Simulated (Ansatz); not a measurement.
Crystal: Pt.

```
Pt
1.0
     0.00000    1.96090    1.96090
     1.96090    0.00000    1.96090
     1.96090    1.96090    0.00000
Pt
1
Direct
  0.00000 0.00000 0.00000
```

Base run:

* Program: Ansatz 0.2.0
* Functional: PBE
* Potentials or basis: Ansatz PAW
* Cutoff: 420 eV (not typed: the program's choice for these potentials)
* k mesh: 12 × 12 × 12
* Occupations: fermi-dirac, width 0.05 eV
* Spin: no spin polarisation

Its results: band gap on the k mesh none (metal or under the smearing width); pressure 10.3 GPa.

**Question.** The run is repeated on the same cell with these changes: functional from PBE to LDA. What comes out?

**Answer.** Band gap on the k mesh none (metal or under the smearing width); pressure -6.0 GPa.

LDA binds more tightly than PBE, so the same cell stands under less pressure.

Caveats: spin-orbit coupling is left out, which moves the levels of the heavy elements; the PAW data sets come from PBE, with cores solved anew for the run's functional, which leaves a small shift of forces and pressure (some runs).
